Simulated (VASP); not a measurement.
Input of a VASP 6.6.1 run:

INCAR

```
  ALGO = Fast
  EDIFF = 1E-6
  EDIFFG = -0.005
  ENCUT = 600
  GGA = PE
  IBRION = 2
  ISIF = 3
  ISMEAR = 0
  IVDW = 12
  LASPH = T
  LCHARG = F
  LREAL = F
  LWAVE = F
  NELM = 100
  NSW = 100
  PREC = Accurate
  SIGMA = 0.02
```

File KPOINTS:

```
k-points
0
Gamma
  12 12 12
```

POSCAR

```
WS2
1.0
    1.5785185901      0.9113581329      6.0539924565
   -1.5785185901      0.9113581329      6.0539924565
    0.0000000000     -1.8227162658      6.0539924565
W S
1 2
Direct
   -0.0006376611     -0.0006376611     -0.0006376611
    0.7526601181      0.7526601181      0.7526601181
    0.5792775430      0.5792775430      0.5792775430
```

Potentials or basis: VASP PAW PBE potentials, release 64 (W_sv, S).

The run is started by

```bash
$ cat potpaw_PBE.64/W_sv/POTCAR potpaw_PBE.64/S/POTCAR > POTCAR
$ mpirun -np 1 vasp_std > vasp.out
```

Question: What does it give for the relaxed volume?

Answer: 17.41 Å³/atom.

Question: Predict the band gap on the k mesh.

Answer: 0.94 eV, indirect (least direct gap 1.92 eV).

Question: What does it give for the dispersion energy per atom?

Answer: -0.436 eV.

Final structure:
```
W S
1.0
     1.57877    0.91150    6.04785
    -1.57877    0.91150    6.04785
     0.00000   -1.82300    6.04785
W S
1 2
Direct
  0.99935 0.99935 0.99935
  0.75266 0.75266 0.75266
  0.57929 0.57929 0.57929
```

Caveat: spin-orbit coupling is left out, which moves the levels of the heavy elements. A k mesh can miss the band edges.
